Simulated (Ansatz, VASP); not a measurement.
# AgCl: VASP beside Ansatz, part 2 of 2

Aim: how closely do two programs agree when they are given the same cell, functional and k mesh? The cell is taken from a series of VASP runs on this material, whose earlier steps may have relaxed, scaled or displaced it; both programs get it as it stands.

VASP 6.6.1 and Ansatz 0.2.0.

So far: Starting point; VASP: band structure, HSE06, spin-orbit coupling.

## (3) Ansatz: band structure, HSE06, spin-orbit coupling

Level of this step: Ansatz beside VASP: Kohn-Sham DFT, plane waves, HSE06, spin-orbit coupling (Ansatz).

Ansatz runs on its fully relativistic PAW (standard-fr) files.

The same cell, functional, mesh and smearing now go to Ansatz, which takes its cutoff from its data sets.

The input, input.yaml:

```yaml
crystal:
  lattice:
    - [0.0, 2.7726629968, 2.7726629968]
    - [2.7726629968, 0.0, 2.7726629968]
    - [2.7726629968, 2.7726629968, 0.0]
  atoms:
    - { symbol: Ag, position: [0.0, 0.0, 0.0] }
    - { symbol: Cl, position: [0.5, 0.5, 0.5] }
hamiltonian:
  xc: { exchange: pbe, correlation: pbe, exx: { coeff: 0.25, omega: 0.2 } }
  pseudopotentials: { kind: paw_fr }
magnetization:
  noncollinear: true
  spin_orbit: true
kpoints:
  mp_grid: { grid: [4, 4, 4] }
  band_path:
    path:
      - [0.0, 0.0, 0.0]
      - [0.5, 0.0, 0.5]
      - [0.5, 0.22222, 0.72222]
      - [0.40278, 0.34722, 0.75]
      - [0.125, 0.125, 0.25]
      - [0.27778, 0.27778, 0.27778]
      - [0.5, 0.5, 0.5]
      - [0.55556, 0.38889, 0.55556]
      - [0.58333, 0.25, 0.66667]
      - [0.5, 0.30556, 0.69444]
      - [0.48611, 0.48611, 0.52778]
      - [0.625, 0.25, 0.625]
      - [0.5, 0.0, 0.5]
    npoints: 1
scf:
  occupations: { method: gaussian, width: 0.03 }
  n_extra_bands: 14
output:
  forces: true
  stress: true
  eigenvalues: true
```

Launch:

```sh
> ansatz run input.yaml --threads 4 --pin off --max-ram 9216MiB --backend cpu --events-out ev --progress --plain --runs-dir out
```

Numbers of over 12 decimals in the logs are rounded to 6 here.

What it wrote:

```text
Warning: output.stress: scf.convergence.dr2_threshold = 1e-7 eV (the SCF's general default) is looser than the 2e-10 eV advised for a printed stress (1e-10 eV for each atom of the cell: 2). What an SCF threshold leaves in a stress goes as its square root, and in the free energy as the threshold itself, and one threshold admits the most on a small cell: [figures from the program's tests cut] Set scf.convergence.dr2_threshold to 2e-10 eV or tighter. The threshold is an SCF's pass mark: one that does not reach it within its budget of iterations ends unconverged, or closes short of it on a stop that the run arms, and scf.convergence.dr2_threshold's page says what that costs each kind of run
Warning: output.stress: scf.exx.energy_threshold = 1e-6 eV is looser than the 2e-8 eV advised for a stress under a hybrid functional (1e-8 eV for each atom of the cell: 2). Every SCF of the exchange loop can meet its threshold on dr2 while the loop round them stops early: no threshold on dr2 bounds what that leaves in the stress. Set scf.exx.energy_threshold to 2e-8 eV or tighter. The threshold is the loop's pass mark: a loop that does not reach it within its budget of cycles ends unconverged, and scf.exx.energy_threshold's page has the law
scf.n_extra_bands = 14 over 26 filled bands (N_el = 26.0): the run solves 40 bands
Engine: ansatz 0.2.0, x86_64-unknown-linux-gnu
Pseudopotentials: kind: paw_fr
Pseudopotential: Ag, paw_fr, valence charge 19, recommended cutoff 420 eV (normal), Ag.paw.azcp#standard-fr
Pseudopotential: Cl, paw_fr, valence charge 7, recommended cutoff 420 eV (normal), Cl.paw.azcp#standard-fr
Functional definition: unnamed
  parameter a_1 = 0.25
  parameter omega_1 = 0.2/angstrom
  exchange = pbe_x + (-a_1)*pbe_x_sr(omega_1) + a_1*exact_x_sr(omega_1)
  correlation = pbe_c
non-collinear run that drives no moment, with spin-orbit: no starting moment large enough to seed its density (crystal.atoms[].spin), no starting occupations that ask for one, no magnetisation constraint and no magnetic field, so the semilocal B_xc is pinned to zero
Crystal: 2 atoms, lattice volume = 42.631 Å³
Basis set: ecut = 420 eV, 869 PW (Γ), exchange–correlation on 54×54×54 points (8 copies of the dense FFT grid, shifted against one another)
Bands: 40, of which v1, the nominal top of the filled ones, is band 26 counted from 1 (25 counted from 0)
Symmetry: 48 space group operations + 48 with time reversal
Magnetic group: BNS 225.117 (UNI 1619), of the structure as read, at distance tolerance 3.5e-5 Å
k-points: 8 of 64
Projection manifold: j_resolved (fully-relativistic pseudo-atomic orbitals)
Non-local potential: Ag, projectors of the file, l = 0: 3, l = 1: 4, l = 2: 4, l = 3: 2
Non-local potential: Cl, projectors of the file, l = 0: 2, l = 1: 4, l = 2: 4
PAW form: soft (Blöchl's): semilocal exchange-correlation on the pseudo side does not see the compensation charge
PAW frozen core: Ag, regenerated for the run's functional, and the local potential with it (the file was generated under x = pbe(κ = 0.804, μ = 0.219515), c = pbe(β = 0.066725))
PAW frozen core: Cl, regenerated for the run's functional, and the local potential with it (the file was generated under x = pbe(κ = 0.804, μ = 0.219515), c = pbe(β = 0.066725))
PAW one-centre angular grid: Ag, 590 points (default); XC on 96 Gauss nodes
PAW one-centre angular grid: Cl, 110 points (default); XC on 64 Gauss nodes
Initial density: superposition of atomic densities (chi_scale 0.1, normalization cell, long waves kept (reshape's long-wave potential 0.00 eV rms))
Initial wavefunctions: pseudopotential atomic-orbital guess
Functional: x = pbe(κ = 0.804, μ = 0.219515), c = pbe(β = 0.066725), warm-up for x = pbe(κ = 0.804, μ = 0.219515) + 0.25 (exact − pbe) at short range (hse, ω = 0.2 Å⁻¹), c = pbe(β = 0.066725)
SCF iter   1: F=—  HF=-8673.846718 eV  |F-HF|=—  |Δ(HF+E_count)|=         —  Δρ=6.10e-2  dr2=1.96e0  dr2_m=0.00e0 (ungated)  ethr=1.00e-1  |M|=0.00e0 ∫|m|=0.00e0 μB  |m|>n=0.0e0 m-floor=0.0e0 τ_xc=0.0e0  β_m=0.30  ⟨swp⟩=6.5  Hψ=1104  notcnv=0
preconditioner: auto → none  [insulator: Δε(μ)=1.051 eV  Ē_g=14.390 eV  σ=0.030 eV  W_gap=1.00  n_scr=14 (ndim 8)  ℏωp=24.1 eV  f_vac=0.013  D(μ)=0.00/eV (n_scr^D=0)]
iter 2 solved again at ethr=1.95e-4 eV; its pass at ethr=7.54e-3 eV (dr2=5.07e-2 eV) is discarded
SCF iter   2: F=—  HF=-8673.234782 eV  |F-HF|=—  |Δ(HF+E_count)|=   6.12e-1  Δρ=1.30e-2  dr2=5.07e-2  dr2_m=0.00e0 (ungated)  ethr=1.95e-4  |M|=0.00e0 ∫|m|=0.00e0 μB  |m|>n=0.0e0 m-floor=0.0e0 τ_xc=0.0e0  β_m=0.32  ⟨swp⟩=2.9  Hψ=1482  notcnv=0  defer=2
SCF iter   3: F=—  HF=-8673.225942 eV  |F-HF|=—  |Δ(HF+E_count)|=   8.84e-3  Δρ=7.95e-3  dr2=7.96e-3  dr2_m=0.00e0 (ungated)  ethr=1.95e-4  |M|=0.00e0 ∫|m|=0.00e0 μB  |m|>n=0.0e0 m-floor=0.0e0 τ_xc=0.0e0  β_m=0.60  ⟨swp⟩=3.4  Hψ=796  notcnv=0  defer=2
SCF iter   4: F=—  HF=-8673.228248 eV  |F-HF|=—  |Δ(HF+E_count)|=   2.31e-3  Δρ=8.90e-4  dr2=1.68e-4  dr2_m=0.00e0 (ungated)  ethr=3.06e-5  |M|=0.00e0 ∫|m|=0.00e0 μB  |m|>n=0.0e0 m-floor=0.0e0 τ_xc=0.0e0  β_m=0.64  ⟨swp⟩=3.1  Hψ=708  notcnv=0  defer=4
[...]
Frozen-core exchange: fock
SCF iter   1: F=—  HF=-8674.045099 eV  |F-HF|=—  |Δ(HF+E_count)|=         —  Δρ=9.31e-3  dr2=3.84e-2  dr2_m=0.00e0 (ungated)  ethr=2.29e-7  |M|=0.00e0 ∫|m|=0.00e0 μB  |m|>n=0.0e0 m-floor=0.0e0 τ_xc=0.0e0  β_m=0.30  ⟨swp⟩=6.8  Hψ=1538  notcnv=0
preconditioner: auto → none  [insulator: Δε(μ)=2.418 eV  Ē_g=15.891 eV  σ=0.030 eV  W_gap=1.00  n_scr=14 (ndim 8)  ℏωp=24.1 eV  f_vac=0.036  D(μ)=0.00/eV (n_scr^D=0)]
SCF iter   2: F=—  HF=-8674.034487 eV  |F-HF|=—  |Δ(HF+E_count)|=   1.06e-2  Δρ=3.15e-3  dr2=4.28e-3  dr2_m=0.00e0 (ungated)  ethr=2.29e-7  |M|=0.00e0 ∫|m|=0.00e0 μB  |m|>n=0.0e0 m-floor=0.0e0 τ_xc=0.0e0  β_m=0.42  ⟨swp⟩=4.8  Hψ=1042  notcnv=0
SCF iter   3: F=—  HF=-8674.042236 eV  |F-HF|=—  |Δ(HF+E_count)|=   7.75e-3  Δρ=1.68e-3  dr2=1.04e-3  dr2_m=0.00e0 (ungated)  ethr=2.29e-7  |M|=0.00e0 ∫|m|=0.00e0 μB  |m|>n=0.0e0 m-floor=0.0e0 τ_xc=0.0e0  β_m=0.42  ⟨swp⟩=4.1  Hψ=952  notcnv=0
SCF iter   4: F=—  HF=-8674.042102 eV  |F-HF|=—  |Δ(HF+E_count)|=   1.33e-4  Δρ=5.18e-4  dr2=5.75e-5  dr2_m=0.00e0 (ungated)  ethr=2.29e-7  |M|=0.00e0 ∫|m|=0.00e0 μB  |m|>n=0.0e0 m-floor=0.0e0 τ_xc=0.0e0  β_m=0.63  ⟨swp⟩=3.4  Hψ=756  notcnv=0
SCF iter   5: F=—  HF=-8674.042198 eV  |F-HF|=—  |Δ(HF+E_count)|=   9.56e-5  Δρ=1.22e-4  dr2=9.48e-6  dr2_m=0.00e0 (ungated)  ethr=2.01e-7  |M|=0.00e0 ∫|m|=0.00e0 μB  |m|>n=0.0e0 m-floor=0.0e0 τ_xc=0.0e0  β_m=0.63  ⟨swp⟩=3.1  Hψ=676  notcnv=0
SCF iter   6: F=-8674.042194 eV  HF=-8674.042195 eV  |F-HF|=4.82e-7  |Δ(HF+E_count)|=   3.03e-6  Δρ=3.23e-5  dr2=1.04e-6  dr2_m=0.00e0 (ungated)  ethr=3.45e-8  |M|=0.00e0 ∫|m|=0.00e0 μB  |m|>n=0.0e0 m-floor=0.0e0 τ_xc=0.0e0  ⟨swp⟩=3.1  Hψ=602  notcnv=0
SCF 2 stopped early in 6 iterations: F = -8674.042194 eV  dr2 = 1.04e-6
  greatest PAW one-centre occupation: 1.000 electrons in one spin orbital (limit 2), on the Ag atom at site 0 (counted from 0), in its partial waves of l = 1
hybrid outer 1: dexx = +8.660e-3 eV, tail = 1.70e-5 eV
Projection manifold: j_resolved (fully-relativistic pseudo-atomic orbitals)
Exchange kernel: α = 0.2500, screened, ω = 0.2000 Å⁻¹, Wigner–Seitz truncation, v(0) = 1098.9144 eV·Å³, q-mesh 4×4×4, nearest image of the exchange supercell L = 15.68 Å, pair-density grid 15×15×15, without the augmentation charges, whose exchange is taken in its separable form by FFT convolution over the k-point mesh (sized by the pseudopotential files, 24×24×24 at the most), smooth part of the exact exchange by density-matrix convolution
Frozen-core exchange: fock
SCF iter   1: F=—  HF=-8674.042248 eV  |F-HF|=—  |Δ(HF+E_count)|=         —  Δρ=4.69e-5  dr2=3.82e-7  dr2_m=0.00e0 (ungated)  ethr=3.28e-7  |M|=0.00e0 ∫|m|=0.00e0 μB  |m|>n=0.0e0 m-floor=0.0e0 τ_xc=0.0e0  β_m=0.30  ⟨swp⟩=4.5  Hψ=846  notcnv=0
preconditioner: auto → none  [insulator: Δε(μ)=2.403 eV  Ē_g=15.802 eV  σ=0.030 eV  W_gap=1.00  n_scr=14 (ndim 8)  ℏωp=24.1 eV  f_vac=0.039  D(μ)=0.00/eV (n_scr^D=0)]
SCF iter   2: F=—  HF=-8674.042248 eV  |F-HF|=—  |Δ(HF+E_count)|=   1.16e-7  Δρ=2.69e-5  dr2=7.34e-8  dr2_m=0.00e0 (ungated)  ethr=1.19e-9  |M|=0.00e0 ∫|m|=0.00e0 μB  |m|>n=0.0e0 m-floor=0.0e0 τ_xc=0.0e0  β_m=0.61  ⟨swp⟩=3.0  Hψ=648  notcnv=0
SCF iter   3: F=-8674.042248 eV  HF=-8674.042248 eV  |F-HF|=2.39e-9  |Δ(HF+E_count)|=   5.50e-8  Δρ=4.43e-6  dr2=1.22e-8  dr2_m=0.00e0 (ungated)  ethr=2.62e-10  |M|=0.00e0 ∫|m|=0.00e0 μB  |m|>n=0.0e0 m-floor=0.0e0 τ_xc=0.0e0  ⟨swp⟩=3.0  Hψ=624  notcnv=0
SCF 3 converged in 3 iterations: F = -8674.042248 eV  dr2 = 1.22e-8
  Residual-converged pass: ⟨swp⟩=2.1  Hψ=510  notcnv=0  max |occ|·‖R‖ = 2.4e-6 eV (tolerance 2.4e-6 eV)  dr2=1.25e-8  dr2_m=0.00e0 (ungated)  dr2_onsite=2.91e-10  max |Δocc| = 0.0e0
hybrid outer 2: dexx = +1.827e-7 eV, tail = 3.72e-8 eV, Δε = 2.79e-3 eV (about 1.36e-4 eV left of the loop's levels)
NSCF: frozen V_eff on 13 k-points
hybrid SCF converged: 2 outer / 9 inner (+5 warm-up), last move |dexx| = 1.83e-7 eV, tail = 3.72e-8 eV
Magnetization: |M| = 0.0000 μB,  M = (+0.0000, +0.0000, +0.0000) μB
Absolute magnetization: 0.0000 μB (∫|m|)
  site 0: m = (+0.0000, +0.0000, +0.0000) μB, |m| = 0.0000 μB  (R = 1.14 Å)
  site 1: m = (+0.0000, +0.0000, +0.0000) μB, |m| = 0.0000 μB  (R = 1.14 Å)
Free energy (F): -8674.042248 eV
Frozen-core exchange: fock
Harris-Foulkes:  -8674.042248 eV  (|F-HF|=2.39e-9)
Internal energy: -8674.042248 eV  (E = F + TS)
E sigma→0 (E₀):  -8674.042248 eV
Fermi energy:    8.307122 eV
--- Per-component energies (eV) ---
  E_band       = -417.581043
  E_kinetic    = 690.946188
  E_local      = -3215.880520  (includes V_loc(G=0)·N_el)
  E_nonlocal   = 112.390466
  E_hartree    = 1414.658133
  E_xc         = -231.708900
  E_vxc        = -280.820103  (∫ρ·V_xc dr)
  E_exx        = -96.032025  (= α·E_x^exact, valence–valence)
  E_paw        = -4530.734518  (= ΣΔE_a)
  E_vpaw       = -361.472892  (= ΣTr[D̂ρ^β])
  E_aug_tail   = 0.000408  (compensation charges beyond the density's cutoff)
  E_ewald      = -2817.000242
  E_core_change = -0.681232  (= ΣΔE_core)
  E_smearing   = -0.000000  (= −TS)
  E_closure    = -0.000006  (closes the sum)
  Σ components = -8674.042248   (vs F -8674.042248, Δ=1.82e-12)
--- Forces (eV/Å), atoms counted from 1 ---
  atom   1  Ag     0.00000000     0.00000000     0.00000000
  atom   2  Cl    -0.00000000    -0.00000000     0.00000000
  max |Σ_I F_I| component: 6.73e-29 eV/Å
--- Stress (GPa, compression-positive) ---
        1.503335       0.000000       0.000000
        0.000000       1.503335       0.000000
       -0.000000      -0.000000       1.503335
  P = ⅓ Tr σ = 1.5033 GPa (15.033 kbar)
--- Band table (eV; the first three rows and the last of 8) ---
  k-point 0: bands = [... 22 lower, 4.8989, 4.8989, 4.8989, 4.8989, 9.5083, 9.5083, 19.4191, 19.4191, ... 10 higher]
  k-point 1: bands = [... 22 lower, 6.2456, 6.2456, 6.2655, 6.2655, 11.5507, 11.5507, 16.4888, 16.4888, ... 10 higher]
  k-point 2: bands = [... 22 lower, 7.0730, 7.0730, 7.1054, 7.1054, 12.7248, 12.7248, 15.5800, 15.5800, ... 10 higher]
  k-point 7: bands = [... 22 lower, 4.9562, 4.9562, 5.8366, 5.8366, 12.9734, 12.9734, 16.4747, 16.4747, ... 10 higher]
```

Run time: 61 s. Hardware: 4 threads of Intel Xeon Platinum 8375C at 2.90GHz (Ice Lake), shared host; peak memory 0.96 GiB.

Reading the cycles: dr2 is the Hartree energy of the density residual (eV), the measure of convergence; HF is the Harris–Foulkes estimate of the energy, which meets the free energy F at convergence.

## (4) Differences

Known differences besides the potentials themselves: spin-orbit coupling enters by fully relativistic files in Ansatz and inside the spheres in VASP; exact exchange at q = 0 is treated differently, which shows on coarse meshes; VASP keeps PBE cores, Ansatz makes them for the functional; the data sets hold 26 valence electrons in Ansatz (fully relativistic PAW (standard-fr) files) and 18 in VASP; the cutoff is 420 eV in Ansatz and 350 eV in VASP; VASP takes a coarser grid for exact exchange (PRECFOCK = Fast). Total energies have different zeros and are not compared.

Both answers:

```
                     quantity  Ansatz   VASP  difference
gap over the path points (eV)   2.403  2.379      +0.024
```

Levels at points of the path, from each program's valence-band top (eV; 8 filled, then empty):

```
k (reciprocal lattice)                                                                             Ansatz                                                                               VASP
     0.000 0.000 0.000  -2.68 -2.68 -2.37 -2.37 -2.21 -2.21 -2.21 -2.21 2.40 2.40 12.31 12.31 12.31 12.31  -2.66 -2.66 -2.38 -2.38 -2.22 -2.22 -2.22 -2.22 2.38 2.38 12.41 12.41 12.41 12.41
     0.500 0.000 0.500    -2.75 -2.75 -2.66 -2.66 -2.23 -2.23 -2.13 -2.13 4.01 4.01 9.36 9.36 10.33 10.33    -2.74 -2.74 -2.64 -2.64 -2.21 -2.21 -2.11 -2.11 3.99 3.99 9.39 9.39 10.32 10.32
     0.500 0.222 0.722      -2.46 -2.46 -2.19 -2.19 -2.15 -2.15 -1.29 -1.29 5.77 5.77 9.32 9.32 9.51 9.51      -2.46 -2.46 -2.17 -2.17 -2.14 -2.14 -1.28 -1.28 5.76 5.76 9.33 9.33 9.51 9.51
     0.403 0.347 0.750      -2.58 -2.58 -2.15 -2.15 -1.90 -1.90 -1.19 -1.19 5.33 5.33 8.78 8.78 9.71 9.71      -2.57 -2.57 -2.13 -2.13 -1.89 -1.89 -1.18 -1.18 5.31 5.31 8.78 8.78 9.71 9.71
     0.125 0.125 0.250  -2.71 -2.71 -2.02 -2.02 -1.95 -1.95 -0.86 -0.86 4.02 4.02 10.28 10.28 10.56 10.56  -2.70 -2.70 -2.01 -2.01 -1.96 -1.96 -0.86 -0.86 3.99 3.99 10.31 10.31 10.59 10.59
     0.278 0.278 0.278    -2.70 -2.70 -2.19 -2.19 -0.70 -0.70 -0.68 -0.68 4.72 4.72 9.11 9.11 10.40 10.40    -2.69 -2.69 -2.17 -2.17 -0.71 -0.71 -0.68 -0.68 4.71 4.71 9.12 9.12 10.44 10.44
     0.500 0.500 0.500        -2.56 -2.56 -2.01 -2.01 -0.03 -0.03 0.00 0.00 5.62 5.62 8.47 8.47 9.12 9.12        -2.54 -2.54 -2.00 -2.00 -0.03 -0.03 0.00 0.00 5.61 5.61 8.45 8.45 9.15 9.15
     0.556 0.389 0.556      -2.57 -2.57 -2.05 -2.05 -0.77 -0.77 -0.32 -0.32 6.49 6.49 7.22 7.22 9.69 9.69      -2.56 -2.56 -2.04 -2.04 -0.77 -0.77 -0.32 -0.32 6.49 6.49 7.21 7.21 9.70 9.70
     0.583 0.250 0.667      -2.57 -2.57 -2.15 -2.15 -1.94 -1.94 -1.20 -1.20 5.41 5.41 8.81 8.81 9.68 9.68      -2.56 -2.56 -2.13 -2.13 -1.92 -1.92 -1.20 -1.20 5.39 5.39 8.82 8.82 9.68 9.68
     0.500 0.306 0.694      -2.54 -2.54 -2.14 -2.14 -1.88 -1.88 -1.07 -1.07 6.03 6.03 8.47 8.47 9.48 9.48      -2.53 -2.53 -2.12 -2.12 -1.87 -1.87 -1.07 -1.07 6.02 6.02 8.47 8.47 9.49 9.49
```

Among the levels compared at these points, filled levels agree within 20 meV and empty ones within 99 meV.

## (5) Results

| Property | Result |
| --- | --- |
| difference in gap over the path points (band structure, HSE06, spin-orbit coupling) | 0.024 eV |

In words: The difference in gap over the path points is 0.024 eV (band structure, HSE06, spin-orbit coupling), within the 0.08 eV picked in this series as the mark of a large difference. How closely two codes agree says nothing of how well the functional describes the real material.

[Lines on the potential files, build, host, timing and source positions are cut from VASP's logs without a mark.]

[Logs are printed without paths, hosts, clocks, repeated set-up lines and the standing remarks that a program may print on its own settings, such as how far it seeks lower states.]

[Hosts, paths, dates, database ids (printed as entryN), source tags and the programs' standing remarks are cut or masked in the printed files.]
